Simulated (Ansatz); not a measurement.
Hf in Ansatz: the effect of functional

Hf:

```
CELL_PARAMETERS angstrom
3.19670 0.00000 0.00000
-1.59835 2.76842 0.00000
0.00000 0.00000 5.05780
ATOMIC_POSITIONS crystal
Hf 0.66667 0.33333 0.75000
Hf 0.33333 0.66667 0.25000
```

Alike in all runs:

```yaml
Program: Ansatz 0.2.0
Task: band structure
Potentials_or_basis: all-electron LAPW, scalar-relativistic
Cutoff: 213 eV (chosen from the basis error)
Basis_error_allowed: 0.001 eV/atom
k_mesh: 10 × 10 × 5
Occupations: fermi-dirac, width 0.05 eV
Spin: no spin polarisation
```

```tsv
functional	pressure (GPa)
LDA	?
PBE	0.6
PBEsol	-3.9
RPBE	3.5
revPBE	2.7
BLYP	3.4
```

Task: What does the run with functional LDA give?

Result: Pressure -7.8 GPa.
